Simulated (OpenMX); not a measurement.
## Au in OpenMX: the effect of biaxial strain

The system is Au.

```xyz
2
Lattice="2.7840 0.0000 0.0000 -1.3920 2.4110 0.0000 0.0000 0.0000 4.8800" Properties=species:S:1:pos:R:3 pbc="T T T"
Au    1.3920    0.8037    1.2200
Au    0.0000    1.6073    3.6600
```

This isn't the form of Au at room conditions, which is fcc.

Alike in all runs:

```yaml
Program: OpenMX 3.8.5
Task: single point
Functional: PBE
Potentials_or_basis: OpenMX 2013 PBE set, Au7.0-s3p2d2f1, grid cutoff 400 Ry
k_mesh: 9 × 9 × 5
Occupations: fermi-dirac, width 0.05 eV
Spin: no spin polarisation
```

One run gave: pressure 10.6 GPa. Which biaxial strain did it use?
A. 2 %
B. 4 %
C. -4 %
D. 0 %
E. -2 %

E.

```tsv
biaxial strain	pressure (GPa)
-4 %	20.6
-2 %	10.6
0 %	2.8
2 %	-3.0
4 %	-7.4
```

Caveats: the basis of atomic orbitals isn't converged, which shifts pressures, moduli and gaps.
